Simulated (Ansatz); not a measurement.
# InAs: the cost of one run

Computed with Ansatz 0.2.0 (DFT PBEsol, scalar-relativistic, plane waves, PAW, unless a step's input says otherwise).

The COD entry's cell or inner coordinates are ideal or old and differ from later refinements, so a difference from it is no clean test against experiment.

1 further run of the same task is left out (set aside as unsound or not needed).

## (1) The starting structure

Symmetry: F-43m, No. 216, cubic system. Conventional cell: a = 6.088 Å, b = 6.088 Å, c = 6.088 Å, α = 90.00°, β = 90.00°, γ = 90.00°. Around In (site symmetry -43m) lie 4 As at 2.64 Å. Around As (site symmetry -43m) lie 4 In at 2.64 Å.

Structure file:

```
CELL_PARAMETERS angstrom
0.00000 3.04389 3.04389
3.04389 0.00000 3.04389
3.04389 3.04389 0.00000
ATOMIC_POSITIONS crystal
In 0.00000 0.00000 0.00000
As 0.25000 0.25000 0.25000
```

It is the result of an earlier relaxation at this level (volume 28.20 Å³/atom; gap on the mesh: none (metal)).

## (2) Electronic structure at the relaxed geometry

File input.yaml:

```yaml
crystal:
  lattice:
    - [0.0, 3.0438898044, 3.0438898044]
    - [3.0438898044, 0.0, 3.0438898044]
    - [3.0438898044, 3.0438898044, 0.0]
  atoms:
    - { symbol: In, position: [0.0, 0.0, 0.0] }
    - { symbol: As, position: [0.25, 0.25, 0.25] }
basis:
  ecutwfc: 420
kpoints:
  mp_grid: { grid: [12, 12, 12] }
  band_path:
    path:
      - [[0.0, 0.0, 0.0], [-0.5, -0.5, 0.0], [-0.375, -0.375, 0.25]]
      - [[-0.375, 0.0, 0.375], [0.0, 0.0, 0.0], [0.0, 0.0, 0.5], [-0.5, -0.25, 0.25], [-0.5, -0.5, 0.0]]
    npoints: 14
hamiltonian:
  xc: pbesol
scf:
  occupations: { method: gaussian, width: 0.1 }
  n_extra_bands: 6
output:
  forces: true
  stress: true
  eigenvalues: true
  populations: true
  dos: { projected: true, de: 0.02, nscf_kmesh: { grid: [18, 18, 18] } }
  bader: true
  write_density: true
  write_potential: true
  elf: true
  volumetric_format: npy
```

Launch:

```bash
$ ansatz run input.yaml --threads 1 --pin off --max-ram 2560MiB --backend cpu --events-out ev --progress --plain --runs-dir out
```

Q: Estimate wall time and peak memory on 1 thread of Arm Neoverse V2, shared host.

About 35 s, with a peak of 0.4 GiB.
